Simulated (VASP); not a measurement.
A run of VASP 6.6.1 is set up as follows.

File INCAR:

```
SYSTEM = H3Cl
PREC = Accurate
ENCUT = 520
EDIFF = 1E-6
ISMEAR = -1
SIGMA = 0.02
LREAL = .FALSE.
LASPH = .TRUE.
NELM = 100
ALGO = Normal
ISIF = 2
LWAVE = .FALSE.
LCHARG = .FALSE.
GGA = PE
IVDW = 12
NBANDS = 27
```

The input KPOINTS:

```
Automatic mesh
0
G
  1 1 1
  0 0 0
```

Contents of POSCAR:

```
H3Cl
1.0
    6.2402510000      0.0000000000      0.0000000000
    0.0000000000      6.2402510000      0.0000000000
    0.0000000000      0.0000000000      6.2402510000
H Cl
9 3
Direct
    0.8681221316      0.8814549287      0.6317213843
    0.7829973506      0.7971794724      0.5821560703
    0.3908015879      0.4642601716      1.3091781084
    0.4494370499      0.5316933566      1.2301107760
    0.3466206728      1.1187210258      0.7124713413
    0.3219902533      1.0563196897      0.5940145677
    1.0455989671      0.5002202636      0.2417050212
    0.7445213342      0.2769279633      0.4473858503
    0.2689635401     -0.2254236248      0.1499298666
    0.9089698475      0.6398300325      0.1919474072
    0.7310603372      0.2454067953      0.6485476305
    0.3262048273     -0.0199991955      0.1364688696
```

Potentials or basis: VASP PAW PBE potentials, release 64 (H, Cl).

Run with:

```console
$ cat potpaw_PBE.64/H/POTCAR potpaw_PBE.64/Cl/POTCAR > POTCAR
$ mpirun -np 1 vasp_gam > vasp.out
```

Question: Estimate the largest force.

Answer: 2.085 eV/Å.

Question: Estimate the dispersion energy per atom.

Answer: -0.038 eV.

Stress tensor (GPa, compression positive):
```
 0.29 -0.43 -0.48
-0.43 -0.71 -0.73
-0.48 -0.73 -0.93
```
